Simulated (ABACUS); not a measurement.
**Bi: single point with WC**

Bi:

```
Bi
1.0
    -1.98143    1.98143    1.98143
     1.98143   -1.98143    1.98143
     1.98143    1.98143   -1.98143
Bi
1
Direct
  0.00000 0.00000 0.00000
```

This isn't the form of Bi at room conditions, which is rhombohedral.

* Program: ABACUS 3.10.1
* Task: single point
* Functional: WC
* Potentials or basis: PseudoDojo NC SR 0.4.1 PBEsol standard
* Cutoff: 898 eV
* Density cutoff: 3592 eV
* Basis: plane waves
* k mesh: 7 × 7 × 7
* Occupations: fermi-dirac, width 0.05 eV
* Spin: no spin polarisation
* Radial cutoff of the potentials (pseudo_rcut): 10 bohr
* SCF threshold on the density: 1e-08
* Max SCF steps: 100
* Eigensolver: dav
* Mixing: broyden
* Mixing share: 0.7
* Symmetry key: 1
* Bands: 18

The pressure is -0.7 GPa. The band gap on the k mesh is none (metal or under the smearing width).

Levels at points of the mesh, in eV from the Fermi level:
| k point | band 3 | band 4 | band 5 | band 6 | band 7 | band 8 | band 9 | band 10 | band 11 | band 12 |
| --- | --- | --- | --- | --- | --- | --- | --- | --- | --- | --- |
| (0.00, 0.00, 0.00) | -22.92 | -22.79 | -22.79 | -13.48 | 5.16 | 5.16 | 5.16 | 9.17 | 10.92 | 10.92 |

Run time: 1.7 s on 4 MPI ranks on AMD EPYC 9R45 96-Core Processor (Zen 5), with other jobs on the host, peak memory 0.28 GiB a rank.

Caveat: the potentials were made for another functional, which shifts forces and pressure; spin-orbit coupling is left out, which moves the levels of the heavy elements.
